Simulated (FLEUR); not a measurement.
# Collinear magnetic orders of free-standing triangular Ni monolayer, spacing 2.48 A with FLEUR

A self-consistent run ends on one state, which hangs on the start. Several orders of free-standing triangular Ni monolayer, spacing 2.48 A are started in FLEUR and their energies compared.

Calculated with FLEUR MaX-R8.1; PBE; all-electron FLAPW film, Dirac cores, scalar-relativistic bands.

Report form: the programs' logs are mostly left out.

## Step 1: The starting structure

The cell holds 1 atom: 1 Ni. Cell: a = 2.480 Å, b = 2.480 Å, c = 14.000 Å, α = 90.0°, β = 90.0°, γ = 120.0°. Model lattice. Vacuum lies along c.

Structure file:

```
Ni
1.0
     2.48000    0.00000    0.00000
    -1.24000    2.14774    0.00000
     0.00000    0.00000   14.00000
Ni
1
Direct
  0.00000 0.00000 0.50000
```

## Step 2: Order 1, typed as ferro +

The parallel start comes first: it shows whether parallel moments hold.

inpgen writes inp.xml from crystal.txt; cutoffs, mixing, functional, smearing and local orbitals are then set in the file. The k list default-1 (kpts.xml, not shown) is a Γ-centred 16×16×1 mesh; where the ranks do not divide the number of points, some are split in two of half the weight.

Contents of inp.xml:

```
<?xml version="1.0" encoding="UTF-8" standalone="no"?>
<fleurInput fleurInputVersion="0.39">
   <comment>
      Ni
   </comment>
   <calculationSetup>
      <cutoffs Kmax="3.68" Gmax="11.0" GmaxXC="11.0" numbands="0"/>
      <scfLoop itmax="120" minDistance="0.00002" maxIterBroyd="8" imix="Anderson" alpha="0.03" precondParam="0.0" spinf="2.0" sdNocoIR="T"/>
      <coreElectrons ctail="T" frcor="F" kcrel="0" coretail_lmax="0"/>
      <xcFunctional name="pbe" relativisticCorrections="F"/>
      <magnetism jspins="2"/>
      <soc l_soc="F" theta="0.0" phi="0.0" spav="F"/>
      <expertModes spex="0" secvar="F"/>
      <geometryOptimization l_f="F" forcealpha="1.0" forcemix="BFGS" epsdisp="0.00001" epsforce="0.00001"/>
      <ldaU l_linMix="F" mixParam="0.05" spinf="1.0"/>
   </calculationSetup>
   <cell>
      <bzIntegration valenceElectrons="18.0" mode="gauss" fermiSmearingEnergy="0.00293995">
         <kPointListSelection listName="default-1"/>
         <xi:include xmlns:xi="http://www.w3.org/2001/XInclude" href="kpts.xml"> </xi:include>
      </bzIntegration>
      <xi:include xmlns:xi="http://www.w3.org/2001/XInclude" href="sym.xml"> </xi:include>
      <filmLattice scale="1.0" dVac="5.26" dTilda="7.76">
         <bravaisMatrixFilm>
            <row-1>    4.6865207874962183     0.0000000003590480</row-1>
            <row-2>   -2.3432603940504655     4.0586460571606127</row-2>
         </bravaisMatrixFilm>
         <vacuumEnergyParameters vacuum="1" spinUp="-.25" spinDown="-.25"/>
      </filmLattice>
   </cell>
   <atomSpecies>
      <species name="Nickel (Ni1.000" element="Ni" atomicNumber="28">
         <mtSphere radius="2.23" gridPoints="737" logIncrement="0.017"/>
         <atomicCutoffs lmax="8" lnonsphr="6"/>
         <electronConfig flipSpins="F">
            <coreConfig>(1s1/2) (2s1/2) (2p1/2) (2p3/2)</coreConfig>
            <valenceConfig>(3s1/2) (3p1/2) (3p3/2) (4s1/2) (3d3/2) (3d5/2)</valenceConfig>
            <stateOccupation state="(3d3/2)" spinUp="1.6" spinDown="1.6"/>
            <stateOccupation state="(3d5/2)" spinUp="2.9" spinDown="1.9"/>
         </electronConfig>
         <energyParameters s="4" p="4" d="3" f="4"/>
         <lo type="SCLO" l="0" n="3" eDeriv="0"/>
         <lo type="SCLO" l="1" n="3" eDeriv="0"/>
      </species>
   </atomSpecies>
   <atomGroups>
      <atomGroup species="Nickel (Ni1.000">
         <filmPos label="                   1">.0000000000 .0000000000 .0000000000</filmPos>
         <force calculate="T" relaxXYZ="TTT"/>
      </atomGroup>
   </atomGroups>
   <output dos="F" band="F" slice="F">
      <bandDOS minEnergy="-.5*Htr" maxEnergy="0.5*Htr" sigma="0.015" storeEVData="T"/>
      <plotting iplot="0" polar="F">
         <plot TwoD="T" vec1="  1.0  0.0  0.0" vec2="  0.0  1.0  0.0" vec3="  0.0  0.0  1.0" zero="  0.0  0.0 -0.5" file="plot"/>
      </plotting>
      <moessbauerParams electricFieldGradient="F" isomerShift="F" coreHyperfine="F" valenceHyperfine="F"/>
   </output>
</fleurInput>
```

Contents of crystal.txt:

```
Ni
&input film=T cartesian=F /
2.47999999920  0.00000000019  0.00000000000
-1.23999999976  2.14774300060  0.00000000000
0.00000000000  0.00000000000  1.00000000000
1.8897261246
1.0 1.0 1.0

1
28 0.00000000000  0.00000000000  0.00000000000 : 1.000

&kpt div1=16 div2=16 div3=1 gamma=T /
```

The run is started by

```sh
OMP_NUM_THREADS=1 inpgen -f crystal.txt > inpgen.log  # inp.xml is then edited as shown
OMP_NUM_THREADS=1 mpirun -n 4 fleur_MPI > fleur.log
```

It took 16 s on 4 MPI ranks of Arm Neoverse V2, shared host; peak memory 0.19 GiB; 64 s of CPU time.

Read from the output:

```
free energy                                                       : -41382.6430 eV
program's band gap on this mesh (in a metal only a level spacing) : 0 eV
magnetization                                                     : 0.9314 μB
final state                                                       : ferromagnetic
largest moment                                                    : 0.9814 μB
```

After 33 cycles the largest moment stands at 0.981 μB.

## Step 3: Start 2: antiferro q=(0,1/2,0) +-

An opposed order shows whether neighbours prefer unlike signs.

The cell is doubled to 2 atoms to hold this order. The mesh is halved along the doubled vector, so that both cells sample the same points. The k list default-1 (kpts.xml, not shown) is a Γ-centred 16×8×1 mesh.

inp.xml: that of step 2 with these lines changed.

```diff
@@ -17,3 +17,3 @@
    <cell>
-      <bzIntegration valenceElectrons="18.0" mode="gauss" fermiSmearingEnergy="0.00293995">
+      <bzIntegration valenceElectrons="36.0" mode="gauss" fermiSmearingEnergy="0.00293995">
          <kPointListSelection listName="default-1"/>
@@ -24,4 +24,4 @@
          <bravaisMatrixFilm>
-            <row-1>    4.6865207874962183     0.0000000003590480</row-1>
-            <row-2>   -2.3432603940504655     4.0586460571606127</row-2>
+            <row-1>    4.6865207890080001     0.0000000000000000</row-1>
+            <row-2>   -4.6865207890080001     8.1172921120535566</row-2>
          </bravaisMatrixFilm>
@@ -44,2 +44,15 @@
       </species>
+      <species name="Nickel (Ni-1.000" element="Ni" atomicNumber="28">
+         <mtSphere radius="2.23" gridPoints="737" logIncrement="0.017"/>
+         <atomicCutoffs lmax="8" lnonsphr="6"/>
+         <electronConfig flipSpins="F">
+            <coreConfig>(1s1/2) (2s1/2) (2p1/2) (2p3/2)</coreConfig>
+            <valenceConfig>(3s1/2) (3p1/2) (3p3/2) (4s1/2) (3d3/2) (3d5/2)</valenceConfig>
+            <stateOccupation state="(3d3/2)" spinUp="1.6" spinDown="1.6"/>
+            <stateOccupation state="(3d5/2)" spinUp="1.9" spinDown="2.9"/>
+         </electronConfig>
+         <energyParameters s="4" p="4" d="3" f="4"/>
+         <lo type="SCLO" l="0" n="3" eDeriv="0"/>
+         <lo type="SCLO" l="1" n="3" eDeriv="0"/>
+      </species>
    </atomSpecies>
@@ -48,2 +61,6 @@
          <filmPos label="                   1">.0000000000 .0000000000 .0000000000</filmPos>
+         <force calculate="T" relaxXYZ="TTT"/>
+      </atomGroup>
+      <atomGroup species="Nickel (Ni-1.000">
+         <filmPos label="                   2">.0000000000 1.000/2.000 .0000000000</filmPos>
          <force calculate="T" relaxXYZ="TTT"/>
```

Contents of crystal.txt:

```
Ni
&input film=T cartesian=F /
2.48000000000  0.00000000000  0.00000000000
-2.48000000000  4.29548600000  0.00000000000
0.00000000000  0.00000000000  1.00000000000
1.8897261246
1.0 1.0 1.0

2
28 0.00000000000  0.00000000000  0.00000000000 : 1.000
28 0.00000000000  0.50000000000  0.00000000000 : -1.000

&kpt div1=16 div2=8 div3=1 gamma=T /
```

Elapsed: 100 s, on 4 MPI ranks; peak memory 0.38 GiB; 6.6 min of CPU time.

This step gave:

- free energy: -82765.1181 eV
- program's band gap on this mesh (in a metal only a level spacing): 0 eV
- magnetization: 0 μB
- final state: antiferromagnetic
- largest moment: 0.4717 μB

It lies 84.0 meV a seeded atom over the first start, and its largest moment is 0.472 μB against 0.981 μB.

## Step 4: Run 3 (no spin polarisation)

A spinless run gives the zero against which the gain from the moments is read.

The k list default-1 (kpts.xml, not shown) is a Γ-centred 16×16×1 mesh.

Contents of inp.xml:

```
<?xml version="1.0" encoding="UTF-8" standalone="no"?>
<fleurInput fleurInputVersion="0.39">
   <comment>
      Ni
   </comment>
   <calculationSetup>
      <cutoffs Kmax="3.68" Gmax="11.0" GmaxXC="11.0" numbands="0"/>
      <scfLoop itmax="120" minDistance="0.00002" maxIterBroyd="8" imix="Anderson" alpha="0.03" precondParam="0.0" spinf="2.0" sdNocoIR="T"/>
      <coreElectrons ctail="T" frcor="F" kcrel="0" coretail_lmax="0"/>
      <xcFunctional name="pbe" relativisticCorrections="F"/>
      <magnetism jspins="1"/>
      <soc l_soc="F" theta="0.0" phi="0.0" spav="F"/>
      <expertModes spex="0" secvar="F"/>
      <geometryOptimization l_f="F" forcealpha="1.0" forcemix="BFGS" epsdisp="0.00001" epsforce="0.00001"/>
      <ldaU l_linMix="F" mixParam="0.05" spinf="1.0"/>
   </calculationSetup>
   <cell>
      <bzIntegration valenceElectrons="18.0" mode="gauss" fermiSmearingEnergy="0.00293995">
         <kPointListSelection listName="default-1"/>
         <xi:include xmlns:xi="http://www.w3.org/2001/XInclude" href="kpts.xml"> </xi:include>
      </bzIntegration>
      <xi:include xmlns:xi="http://www.w3.org/2001/XInclude" href="sym.xml"> </xi:include>
      <filmLattice scale="1.0" dVac="5.26" dTilda="7.76">
         <bravaisMatrixFilm>
            <row-1>    4.6865207874962183     0.0000000003590480</row-1>
            <row-2>   -2.3432603940504655     4.0586460571606127</row-2>
         </bravaisMatrixFilm>
         <vacuumEnergyParameters vacuum="1" spinUp="-.25" spinDown="-.25"/>
      </filmLattice>
   </cell>
   <atomSpecies>
      <species name="Nickel (Ni)" element="Ni" atomicNumber="28">
         <mtSphere radius="2.23" gridPoints="737" logIncrement="0.017"/>
         <atomicCutoffs lmax="8" lnonsphr="6"/>
         <electronConfig flipSpins="F">
            <coreConfig>(1s1/2) (2s1/2) (2p1/2) (2p3/2)</coreConfig>
            <valenceConfig>(3s1/2) (3p1/2) (3p3/2) (4s1/2) (3d3/2) (3d5/2)</valenceConfig>
            <stateOccupation state="(3d3/2)" spinUp="1.600000" spinDown="1.600000"/>
            <stateOccupation state="(3d5/2)" spinUp="2.400000" spinDown="2.400000"/>
         </electronConfig>
         <energyParameters s="4" p="4" d="3" f="4"/>
         <lo type="SCLO" l="0" n="3" eDeriv="0"/>
         <lo type="SCLO" l="1" n="3" eDeriv="0"/>
      </species>
   </atomSpecies>
   <atomGroups>
      <atomGroup species="Nickel (Ni)">
         <filmPos label="                   1">.0000000000 .0000000000 .0000000000</filmPos>
         <force calculate="T" relaxXYZ="TTT"/>
      </atomGroup>
   </atomGroups>
   <output dos="F" band="F" slice="F">
      <bandDOS minEnergy="-.5*Htr" maxEnergy="0.5*Htr" sigma="0.015" storeEVData="T"/>
      <plotting iplot="0" polar="F">
         <plot TwoD="T" vec1="  1.0  0.0  0.0" vec2="  0.0  1.0  0.0" vec3="  0.0  0.0  1.0" zero="  0.0  0.0 -0.5" file="plot"/>
      </plotting>
      <moessbauerParams electricFieldGradient="F" isomerShift="F" coreHyperfine="F" valenceHyperfine="F"/>
   </output>
</fleurInput>
```

Contents of crystal.txt:

```
Ni
&input film=T cartesian=F /
2.47999999920  0.00000000019  0.00000000000
-1.23999999976  2.14774300060  0.00000000000
0.00000000000  0.00000000000  1.00000000000
1.8897261246
1.0 1.0 1.0

1
28 0.00000000000  0.00000000000  0.00000000000

&kpt div1=16 div2=16 div3=1 gamma=T /
```

Elapsed: 7 s, on 4 MPI ranks; peak memory 0.16 GiB.

Numbers from this step:

```
free energy                                                       : -41382.5199 eV
program's band gap on this mesh (in a metal only a level spacing) : 0 eV
final state                                                       : non-magnetic (no spin polarisation)
```

It lies 123 meV a seeded atom over the first start.

## Step 5: A faulty input

An input with a fault is tried, to see how the program answers.

inp.xml: that of step 2 with these lines changed.

```diff
@@ -7,5 +7,5 @@
       <cutoffs Kmax="3.68" Gmax="11.0" GmaxXC="11.0" numbands="0"/>
-      <scfLoop itmax="120" minDistance="0.00002" maxIterBroyd="8" imix="Anderson" alpha="0.03" precondParam="0.0" spinf="2.0" sdNocoIR="T"/>
+      <scfLoop itmax="50" minDistance="0.00002" maxIterBroyd="8" imix="Anderson" alpha="0.03" precondParam="0.0" spinf="2.0" sdNocoIR="T"/>
       <coreElectrons ctail="T" frcor="F" kcrel="0" coretail_lmax="0"/>
-      <xcFunctional name="pbe" relativisticCorrections="F"/>
+      <xcFunctional name="pbe96" relativisticCorrections="F"/>
       <magnetism jspins="2"/>
```

crystal.txt is that of step 2.

Wall time 2.5 s (4 MPI ranks); peak memory 0.1 GiB.

The program refused the input before any cycle.

The program's message: “XML document cannot be validated against Schema.”

The fault in the input: an unknown functional.

The functional must be one that the program lists.

## Step 6: The states side by side

Free energies are divided by the number of seeded atoms, so that cells of unlike size compare. Wavevectors q in the names are fractions of the primitive cell's reciprocal vectors.

Orders:

| start | final state | typed order kept | energy over the lowest (meV a seeded atom) | largest sphere moment (μB) | net moment (μB a primitive cell) | mesh matched | CPU time (s) |
| --- | --- | --- | --- | --- | --- | --- | --- |
| ferro + | ferromagnetic | yes | 0 | 0.9814 | 0.9314 | yes | 63.76 |
| antiferro q=(0,1/2,0) +- | antiferromagnetic | yes | 83.99 | 0.4717 | 0 | yes | 397.7 |
| no spin polarisation | non-magnetic | - | 123.2 | 0 | 0 | yes | 27.81 |

## Step 7: Spin–orbit coupling, moments along z

Spin–orbit coupling ties the spins to the lattice and lets orbital moments form.

A new self-consistent run of the start ferro +, with the moments along z.

inp.xml: that of step 2 with these lines changed.

```diff
@@ -6,3 +6,3 @@
    <calculationSetup>
-      <cutoffs Kmax="3.68" Gmax="11.0" GmaxXC="11.0" numbands="0"/>
+      <cutoffs Kmax="3.68" Gmax="11.0" GmaxXC="11.0" numbands="38"/>
       <scfLoop itmax="120" minDistance="0.00002" maxIterBroyd="8" imix="Anderson" alpha="0.03" precondParam="0.0" spinf="2.0" sdNocoIR="T"/>
@@ -11,3 +11,3 @@
       <magnetism jspins="2"/>
-      <soc l_soc="F" theta="0.0" phi="0.0" spav="F"/>
+      <soc l_soc="T" theta="0.0" phi="0.0" spav="F"/>
       <expertModes spex="0" secvar="F"/>
```

crystal.txt: that of step 2 with these lines changed.

```diff
@@ -11,2 +11,3 @@
 
+&soc 0.0000000 0.0000000 /
 &kpt div1=16 div2=16 div3=1 gamma=T /
```

Run time: 22 s. Hardware: 4 MPI ranks; peak memory 0.21 GiB; 86 s of CPU time.

This step gave:

| Quantity | Value |
| --- | --- |
| free energy | -41382.6679 eV |
| program's band gap on this mesh (in a metal only a level spacing) | 0 eV |
| magnetization | 0.9127 μB |
| final state | ferromagnetic |
| largest moment | 0.9634 μB |
| orbital moment along the spin | 0.07737 μB |

Orbital moment in the sphere, along the spin axis by atom:

| atom | orbital moment in the sphere, along the spin axis (μB) |
| --- | --- |
| Ni1 | 0.0774 |

## Step 8: Outcome

- lowest state found: ferromagnetic (typed ferro +)
- largest site spin moment: 0.981 μB
- next finished state: antiferromagnetic, 84.0 meV a seeded atom higher
- energy gained by spin polarisation: 123 meV a seeded atom
- orbital moment on the atom of largest spin, along its spin (spin–orbit run): 0.0774 μB

What this shows: The lowest state found is ferromagnetic, reached from the start ferro +, with moments up to 0.981 μB. The next finished state costs 84 meV a seeded atom. The orbital moment is parallel to the spin, as Hund's third rule has it for a shell over half filled. Only 3 starts were tried; other patterns of signs, canted and longer-period orders were not. The smearing is not Fermi–Dirac, so its width is no temperature.

[Logs and program files are shortened in this print: banners, set-up blocks, solver, clock and traceback lines can be left out without a mark of their own.]

[Logs are printed without paths, hosts, clocks, repeated set-up lines and the standing remarks that a program may print on its own settings, such as how far it seeks lower states.]

[Hosts, paths, dates, database ids (printed as entryN), source tags and the programs' standing remarks are cut or masked in the printed files.]

[Where a cell is said to come from a database of computed structures, the database is the Materials Project.]
